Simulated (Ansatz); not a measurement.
Runs of Ansatz 0.2.0 on CuO. The typed cell holds 8 atoms: a = 2.900 Å, b = 5.544 Å, c = 5.643 Å, α = 113.11°, β = 101.64°, γ = 92.01°. 

```csv
task,level,U,cell,k mesh,cutoff (eV),hubbard projectors,double counting,mesh quality,gap on the mesh (eV),pressure (GPa),relaxed volume (Å³/atom),largest force (eV/Å)
relaxation of cell and atoms,BLYP+D3(BJ),-,relaxed,9 × 5 × 5,420,-,-,not flagged,none,0.0,(a),-
single point,PBE,-,as given,5 × 3 × 3,420,-,-,coarse,none,55.8,-,16.31
single point,PBE,-,as given,9 × 5 × 5,250,-,-,not flagged,none,59.2,-,16.09
relaxation of cell and atoms,PBEsol+U,Cu d U = 4.5 eV,relaxed,9 × 5 × 5,420,ortho-atomic (the default),fll (the default),not flagged,none,0.0,11.39,-
single point,PBE,-,as given,13 × 7 × 7,420,-,-,not flagged,none,55.8,-,16.29
```

Alike in all rows: potentials or basis Ansatz PAW; no spin polarisation; smearing fermi-dirac 0.05 eV.

**Question.** Fill in the values left out.

**Answer.** (a) 10.75.

Caveats: some runs use coarse meshes; the run has no spin polarisation, though such a crystal can be magnetic; semilocal functionals often make such compounds metallic where correlation or magnetic order opens a gap, which also shifts bond lengths (some runs); a pressure of tens of GPa on the cell as given is suspect, and the run, the potentials or the cell itself is likely at fault (some runs); forces of over 1 eV/Å show positions far from the minimum, so gaps and moduli don't describe the material at rest (some runs); the plane-wave basis is chosen anew once the cell has moved, so the energies of steps on either side of that aren't comparable (some runs); the PAW data sets come from PBE, with cores solved anew for the run's functional, which leaves a small shift of forces and pressure (some runs); pairwise dispersion overbinds metals, which lowers pressure and volume (some runs).

A gap of «none» marks a metal or a gap under the smearing width.
